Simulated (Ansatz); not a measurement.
# WS2: band structure with PBEsol

Slab: WS2, a slab with vacuum.

```
CELL_PARAMETERS angstrom
3.18321 0.00000 0.00000
-1.59160 2.75674 0.00000
0.00000 0.00000 23.66876
ATOMIC_POSITIONS crystal
W 0.66667 0.33333 0.36268
W 0.33333 0.66667 0.63732
S 0.66667 0.33333 0.70318
S 0.33333 0.66667 0.42856
S 0.66667 0.33333 0.57144
S 0.33333 0.66667 0.29682
```

```
Program                             : Ansatz 0.2.0
Task                                : band structure
Functional                          : PBEsol
Potentials or basis                 : Ansatz PAW
Cutoff                              : 420 eV (not typed: the program's choice for these potentials)
k mesh                              : 10 × 10 × 2
Occupations                         : fermi-dirac, width 0.05 eV
Spin                                : no spin polarisation
Path                                : [["G", "M", "K", "G", "A", "L", "H", "A"], ["L", "M"], ["K", "H"]]
Points for each segment of the path : 14
```

| Quantity | Value |
| --- | --- |
| Largest force | 0.115 eV/Å |
| Band gap on the k mesh | 1.65 eV, indirect (least direct gap 2.12 eV) |
| Band gap along the path | 1.45 eV, indirect (least direct gap 1.76 eV) |

Forces on the atoms (eV/Å):
```
W    0.000  0.000 -0.007
W    0.000  0.000  0.007
S    0.000  0.000 -0.115
S    0.000  0.000 -0.089
S    0.000  0.000  0.089
S    0.000  0.000  0.115
```

Stress tensor (GPa, compression positive):
```
-1.97  0.00  0.00
 0.00 -1.97  0.00
 0.00  0.00 -0.59
```

Levels at the corners of the path, in eV from the valence-band top:
| point | band 24 | band 25 | band 26 | band 27 | band 28 | band 29 |
| --- | --- | --- | --- | --- | --- | --- |
| Γ | -1.97 | -0.50 | 0.00 | 2.56 | 2.56 | 2.57 |
| M | -1.57 | -1.28 | -1.23 | 2.50 | 2.51 | 2.93 |
| K | -2.63 | -0.37 | -0.31 | 1.45 | 1.45 | 2.81 |
| Γ | -1.97 | -0.50 | 0.00 | 2.56 | 2.56 | 2.57 |
| A | -1.97 | -0.50 | 0.00 | 2.56 | 2.56 | 2.57 |
| L | -1.57 | -1.28 | -1.23 | 2.50 | 2.51 | 2.93 |
| H | -2.63 | -0.37 | -0.31 | 1.45 | 1.45 | 2.81 |
| A | -1.97 | -0.50 | 0.00 | 2.56 | 2.56 | 2.57 |
| L | -1.57 | -1.28 | -1.23 | 2.50 | 2.51 | 2.93 |
| M | -1.57 | -1.28 | -1.23 | 2.50 | 2.51 | 2.93 |
| K | -2.63 | -0.37 | -0.31 | 1.45 | 1.45 | 2.81 |
| H | -2.63 | -0.37 | -0.31 | 1.45 | 1.45 | 2.81 |

It took 52 s on 2 threads of Intel(R) Xeon(R) Processor @ 2.50GHz (Skylake/Cascade Lake), with other jobs on the host, peak memory 0.79 GiB.

Caveat: the k mesh misses the band edges, so the gap on the mesh is wider than the one along the path; spin-orbit coupling is left out, which moves the levels of the heavy elements; the PAW data sets come from PBE, with cores solved anew for the run's functional, which leaves a small shift of forces and pressure. A hybrid or GW would open this gap; PBEsol tends to underestimate it.
